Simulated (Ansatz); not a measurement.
# K: one input, then a changed one

Structure from Materials Project entry mp-58 (possibly hypothetical), not relaxed further.

First run: DFT, PBEsol, PAW with Ansatz's default frozen-core files, scalar-relativistic (Ansatz 0.2.0).

Command: `ansatz run input.yaml --threads 1 --pin off --max-ram 2048MiB --backend cpu --events-out ev --progress --plain --runs-dir out` The run took about 9.9 s on 1 thread of a shared machine.

```yaml
crystal:
  lattice:
    - [-2.6975585167, 2.6975585167, 2.6975585167]
    - [2.6975585167, -2.6975585167, 2.6975585167]
    - [2.6975585167, 2.6975585167, -2.6975585167]
  atoms:
    - { symbol: K, position: [0.0, 0.0, 0.0] }
kpoints:
  mp_grid: { grid: [10, 10, 10] }
  band_path:
    path:
      - [0.0, 0.0, 0.0]
      - [0.5, -0.5, 0.5]
      - [0.0, 0.0, 0.5]
      - [0.0, 0.0, 0.0]
      - [0.25, 0.25, 0.25]
      - [0.5, -0.5, 0.5]
      - [0.25, 0.25, 0.25]
      - [0.0, 0.0, 0.5]
    npoints: 14
scf:
  occupations: { method: fermi_dirac, width: 0.05 }
hamiltonian:
  xc: pbesol
  pseudopotentials: { kind: paw }
output:
  forces: true
  stress: true
  eigenvalues: true
  efg: { contact_densities: true }
  populations: true
  bader: true
  dos: { projected: true, de: 0.2, e_range: [-14, 8] }
  write_density: true
  write_potential: true
  elf: true
  volumetric_format: npy
```

Result: converged; pressure -0.31 GPa; 6 SCF iterations.

The input is then changed:

```diff
@@ -20,5 +20,5 @@
     npoints: 14
 scf:
-  occupations: { method: fermi_dirac, width: 0.05 }
+  occupations: { method: tetrahedron_uncorrected }
 hamiltonian:
   xc: pbesol
@@ -30,9 +30,3 @@
   efg: { contact_densities: true }
   populations: true
-  bader: true
-  dos: { projected: true, de: 0.2, e_range: [-14, 8] }
-  write_density: true
-  write_potential: true
-  elf: true
-  volumetric_format: npy
```

Task: Predict the outcome of the changed run.

Result: It converged; energy at zero smearing +29.4 meV/atom from the first run; pressure -0.29 GPa; 6 SCF iterations.
